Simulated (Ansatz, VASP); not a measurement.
## One calculation of Au, two programs

```xyz
1
Lattice="-1.6672 1.6108 1.6647 1.6037 -1.6357 1.6260 1.7364 1.7049 -1.6895" Properties=species:S:1:pos:R:3 pbc="T T T"
Au   -0.0479   -0.0243   -0.0083
```

Change from the starting cell: cell strained at random at fixed volume.

Alike in both runs: task single point; functional PBE; k mesh 11 × 11 × 11; occupations fermi-dirac, width 0.05 eV; no spin polarisation.

|  | VASP | Ansatz |
| --- | --- | --- |
| version | VASP 6.6.1 | Ansatz 0.2.0 |
| potentials or method | VASP PAW PBE potentials, release 64 (Au) | Ansatz PAW |
| plane-wave cutoff (eV) | 520 | 420 |
| valence electrons in the cell | 11 | 19 |

```tsv
	VASP	Ansatz	Ansatz less VASP
gap on the k mesh at the Fermi level (eV)	none	none	-
pressure (GPa)	-0.7	-0.5	+0.22
largest component of the traceless stress (GPa)	2.08	2.10	+0.014
```

A gap of «none» marks a metal or a gap that the smearing closes. The two sets of potentials don't hold the same shells in valence.

The runs have no spin-orbit coupling, so splittings on Au are missing.
